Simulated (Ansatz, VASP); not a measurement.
**SnO2 (Cassiterite): VASP beside Ansatz**

```xyz
6
Lattice="4.7937 0.0000 0.0000 0.0000 4.7937 0.0000 0.0000 0.0000 3.2299" Properties=species:S:1:pos:R:3 pbc="T T T"
Sn    0.0000    0.0000    0.0000
Sn    2.3969    2.3969    1.6150
O     1.4679    1.4679    0.0000
O     0.9290    3.8648    1.6150
O     3.3258    3.3258    0.0000
O     3.8648    0.9290    1.6150
```

Alike in both runs: functional PBE; dispersion D3(BJ); k mesh 6 × 6 × 8; occupations gaussian, width 0.02 eV; no spin polarisation.

Ansatz relaxed the structure, and its values are those at the end. VASP's run is a single point on that final structure, the one shown.

```csv
,VASP,Ansatz
version,VASP 6.6.1,Ansatz 0.2.0
potentials or method,"VASP PAW PBE potentials, release 64 (Sn_d, O)","scalar-relativistic, plane waves, PAW"
plane-wave cutoff (eV),520,420
valence electrons in the cell,52,52
```

VASP gave:

| Item | Value |
| --- | --- |
| gap on the k mesh at the Fermi level (eV) | 0.83 |
| least direct gap on the mesh (eV) | 0.83 |
| pressure (GPa) | 0.6 |
| rms of the force components (eV/Å) | 0.007 |

**Question.** Which values does Ansatz return?

**Answer.** gap on the k mesh at the Fermi level (eV): 0.84; least direct gap on the mesh (eV): 0.84; pressure (GPa): 0.0; rms of the force components (eV/Å): 0.000.

Caveats: spin-orbit coupling is left out, which moves the levels of the heavy elements.
